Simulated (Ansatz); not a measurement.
# C: the cost of one run

Computed with Ansatz 0.2.0 (DFT LDA, scalar-relativistic, plane waves, PAW, unless a step's input says otherwise).

## (1) The structure to begin with

Symmetry: P-3m1, No. 164, trigonal system. The conventional cell has a = 2.445 Å, b = 2.445 Å, c = 24.108 Å, α = 90.00°, β = 90.00°, γ = 120.00°. C (site symmetry 3m) has 3 C at 1.41 Å as nearest neighbours.

Coordinates:

```
CELL_PARAMETERS angstrom
2.44460 0.00000 0.00000
-1.22230 2.11709 0.00000
0.00000 0.00000 24.10784
ATOMIC_POSITIONS crystal
C 0.00000 0.00000 0.56878
C 0.00000 0.00000 0.43122
C 0.33333 0.66667 0.43120
C 0.66667 0.33333 0.56880
```

It goes back to an entry of the Materials Project, which need not be the stable form.

It is the result of an earlier relaxation at this level (volume 31.19 Å³/atom; gap on the mesh: none (metal)).

## (2) Setting up the map

The energy is mapped over a normal mode and a strain (zone-centre modes of the cell shown) (x along [1 0 0], y along [1 2 0], z along [0 0 1] of the conventional cell).

The axes are (1) amplitude of mode 4 (28 cm⁻¹), largest displacement in the unstrained cell: 7 values from −0.423 Å; (2) normal strain along x: 7 values from −7.00 %.

Nothing else is relaxed (the pattern is fixed in fractional coordinates). Energies count from the relaxed high-symmetry cell. Points are written as (first, second).

The modes come from a phonon run on the reference cell, made beforehand.

The patterns, per unit of each coordinate (Å):

```csv
atom,x1,y1,z1
C1,1.000,0.000,0.000
C2,-1.000,0.000,0.000
C3,-1.000,0.000,0.000
C4,1.000,0.000,0.000
```

## (3) The run at (−0.141 Å, −7.00 %)

input.yaml reads:

```yaml
crystal:
  lattice:
    - [2.2734803463, 0.0, 0.0]
    - [-1.1367401731, 2.117087887, 0.0]
    - [0.0, 0.0, 24.107837987]
  atoms:
    - { symbol: C, position: [-0.057675543, 0.0, 0.568775144] }
    - { symbol: C, position: [0.057675543, 0.0, 0.431224856] }
    - { symbol: C, position: [0.3910114216, 0.6666666667, 0.43120022] }
    - { symbol: C, position: [0.6089885784, 0.3333333333, 0.56879978] }
basis:
  ecutwfc: 520.0
kpoints:
  mp_grid: { grid: [18, 18, 2] }
hamiltonian:
  xc: lda
  pseudopotentials: { kind: paw, azcp: { folder: soft_1 } }
scf:
  occupations: { method: gaussian, width: 0.15 }
output:
  forces: true
  stress: true
  eigenvalues: true
```

Launch:

```bash
ansatz run input.yaml --threads 2 --pin off --max-ram 4096MiB --backend cpu --events-out ev --progress --plain --runs-dir out
```

**Question.** How long does this run take on 2 threads of Arm Neoverse N1, shared host, and how much memory does it need?

About 41 s, with a peak of 0.75 GiB.
